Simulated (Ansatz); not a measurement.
Space group Pm-3m (No. 221). a = 3.533 Å, b = 3.533 Å, c = 3.533 Å, α = 90.00°, β = 90.00°, γ = 90.00°
```tsv
atom	site	symmetry	x	y	z
Ni	3c	4/mm.m	0.5000	0.0000	0.5000
Ge	1a	m-3m	0.0000	0.0000	0.0000
```

Equation of state of this Ni3Ge structure (not necessarily the ground state), with shape and atoms relaxed at each volume where symmetry leaves them free. It has no gap at any of these volumes. All numbers below come from DFT r2SCAN, scalar-relativistic, plane waves, PAW (Ansatz).

Settings: cutoff 500 eV, Γ-centred mesh 12×12×12 on the computed 4-atom cell, Gaussian smearing of 0.10 eV; no spin polarisation.

```csv
V (Å³/atom),E − E(largest V) (meV/atom),P (GPa)
9.699,74.96,37.40
10.029,10.49,25.46
10.360,-31.38,15.44
10.691,-54.30,7.04
11.021,-61.33,0.00
11.352,-55.03,-5.91
11.682,-37.57,-10.85
12.123,0.00,-16.21
```

Task: Fit a third-order Birch–Murnaghan equation to E(V).

Result: V0 = 11.02 Å³/atom, B0 = 215 GPa, B0' = 4.9.